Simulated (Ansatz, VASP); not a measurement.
**One calculation of GaAs, two programs**

Contents of INCAR:

```
SYSTEM = GaAs
ALGO = Normal
EDIFF = 1E-6
EDIFFG = -0.01
ENCUT = 600
GGA = PE
IBRION = 2
ISIF = 3
ISMEAR = 0
LASPH = .TRUE.
LCHARG = .FALSE.
LREAL = .FALSE.
LWAVE = .FALSE.
NELM = 100
NSW = 100
PREC = Accurate
SIGMA = 0.01
```

The input KPOINTS:

```
k-points
0
G
  10 10 10
  0 0 0
```

The input POSCAR:

```
GaAs
1.0
    0.0000000000      2.8724896906      2.8724896906
    2.8724896906      0.0000000000      2.8724896906
    2.8724896906      2.8724896906      0.0000000000
Ga As
1 1
Direct
    0.7500000000      0.7500000000      0.7500000000
    0.5000000000      0.5000000000      0.5000000000
```

Input for Ansatz:

```yaml
crystal:
  lattice:
    - [0.0, 2.8724896906, 2.8724896906]
    - [2.8724896906, 0.0, 2.8724896906]
    - [2.8724896906, 2.8724896906, 0.0]
  atoms:
    - { symbol: Ga, position: [0.75, 0.75, 0.75] }
    - { symbol: As, position: [0.5, 0.5, 0.5] }
basis:
  ecutwfc: 420
kpoints:
  mp_grid: { grid: [10, 10, 10] }
hamiltonian:
  xc: pbe
scf:
  occupations: { method: gaussian, width: 0.01 }
output:
  forces: true
  stress: true
  eigenvalues: true
  write_density: true
  write_potential: true
  elf: true
  volumetric_format: npy
relax:
  adjacent_minimum: "off"
  f_tol: 0.01
  max_steps: 80
  cell: { stress_tol: 0.05 }
```

Alike in both runs: task relaxation of cell and atoms; functional PBE; k mesh 10 × 10 × 10; occupations gaussian, width 0.01 eV; no spin polarisation.

|  | VASP | Ansatz |
| --- | --- | --- |
| version | VASP 6.6.1 | Ansatz 0.2.0 |
| potentials or method | VASP PAW PBE potentials, release 64 (Ga_d, As) | scalar-relativistic, plane waves, PAW |
| plane-wave cutoff (eV) | 600 | 420 |
| valence electrons in the cell | 18 | 28 |

```tsv
	VASP	Ansatz	Ansatz less VASP
gap on the k mesh at the Fermi level, each at its own relaxed structure (eV)	0.14	0.16	+0.019
relaxed volume (Å³/atom)	23.77	23.70	-0.071
relaxed cell length with the largest relative difference (Å)	4.066	4.062	-0.0040
```

The two sets of potentials don't hold the same shells in valence.
